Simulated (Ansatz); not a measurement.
CsCl:
```
CsCl
1.0
    4.06859     0.00000     0.00000
    0.00000     4.06859     0.00000
    0.00000     0.00000     4.06859
Cs Cl
1 1
Cartesian
  0.00000   0.00000   0.00000
  2.03430   2.03430   2.03430
```

x, y and z are the axes in which the lattice vectors are written.

Question: Give the high-frequency dielectric tensor and the Born effective charge tensors of the independent atoms from DFPT, PBEsol in the plane-wave PAW code Ansatz.

Answer: 
ε∞:
```
2.98  0.00  0.00
0.00  2.98  0.00
0.00  0.00  2.98
```
Z* of atom 1 (Cs), rows: field, columns: displacement, in e:
```
1.34  0.00  0.00
0.00  1.34  0.00
0.00  0.00  1.34
```
Z* of atom 2 (Cl), rows: field, columns: displacement, in e:
```
-1.34   0.00   0.00
 0.00  -1.34   0.00
 0.00   0.00  -1.34
```

Space group Pm-3m (CsCl type). The cell was relaxed with PBEsol under the symmetry of its start. Scalar-relativistic: spin–orbit coupling is off unless named, which matters more the heavier the elements.

Potentials: the earlier of the program's two PAW sets. The files were generated under PBE; for other functionals the program regenerates the frozen cores, and for LDA and PBEsol the local potential too.
